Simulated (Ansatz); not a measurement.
## From the elastic tensor of Ge at 22 GPa (stress–strain coefficients) to moduli and sound speeds

The calculation used DFT PBE, scalar-relativistic, plane waves, PAW (Ansatz). Cutoff 420 eV, 14×14×14 k-points (Γ-centred), fixed occupations. No spin polarisation.

The structure is cubic, space group Fd-3m (No. 227). The conventional cell has a = 5.354 Å, b = 5.354 Å, c = 5.354 Å, α = 90.00°, β = 90.00°, γ = 90.00°. Around Ge (site symmetry -43m) lie 4 Ge at 2.32 Å.

The real crystal has changed phase below this pressure. The bands were filled as in an insulator; under compression the gap may have closed between mesh points.

Relaxed-ion constants (GPa, on the Cartesian axes of the calculation):
C11 = 200.2, C12 = 126.8, C13 = 126.8, C22 = 200.2, C23 = 126.8, C33 = 200.2, C44 = 71.3, C55 = 71.3, C66 = 71.3 GPa; the others vanish.

Density 6.288 g/cm³; 2 atoms in 38.36 Å³.

The values that follow are for a polycrystal of randomly turned grains, by Hill's mean where one number stands.

With S = C⁻¹: B_V = (C11+C22+C33+2(C12+C13+C23))/9, G_V = (C11+C22+C33−C12−C13−C23+3(C44+C55+C66))/15, 1/B_R = S11+S22+S33+2(S12+S13+S23), 15/G_R = 4(S11+S22+S33−S12−S13−S23)+3(S44+S55+S66); Hill is their mean. Then v_l = √((B+4G/3)/ρ), v_t = √(G/ρ), v_m = [(2/v_t³+1/v_l³)/3]^(−1/3) and Θ = (ħ/k_B)·v_m·(6π²n/V)^(1/3) for n atoms in the volume V; E = 9BG/(3B+G), ν = (3B−2G)/(2(3B+G)) and A^U = 5G_V/G_R + B_V/B_R − 6.

- Bulk modulus, Voigt / Reuss / Hill: 151.3 / 151.3 / 151.3 GPa
- Shear modulus, Voigt / Reuss / Hill: 57.4 / 51.7 / 54.6 GPa
- Young's modulus: 146 GPa
- Poisson ratio: 0.339
- Pugh ratio B/G: 2.77
- Universal anisotropy index: 0.55
- Longitudinal and transverse sound speeds: 5969 and 2946 m/s
- Debye temperature from the mean sound speed: 368 K

Cost: 1 run of about 1.5 core-minutes, on Arm Neoverse V2 (shared hosts).

The compressed diamond lattice resists a change of volume much more strongly than a change of shape: the bulk modulus is 151.3 GPa, against a Hill shear modulus of 54.6 GPa. Compression stiffens the bonds through short-range repulsion, whereas shear in an open tetrahedral network is opposed largely by angular bond-bending forces, which probably gain much less. The softest response is the tetragonal shear governed by C11 − C12. Since C44 exceeds half that difference, the crystal is stiffest along the bond directions ⟨111⟩ and most compliant along the cube axes.

The high Pugh ratio shouldn't be read as ductility or metallic bonding. Pressure itself raises C12 relative to C44 in stress–strain coefficients, and plasticity in a covalent crystal depends on dislocation motion, which the elastic moduli don't capture. The constants satisfy the cubic stability conditions, so the lattice withstands small homogeneous strains at this pressure. That leaves open whether short-wavelength phonons, notably the soft transverse acoustic branches typical of this structure, are also stable.
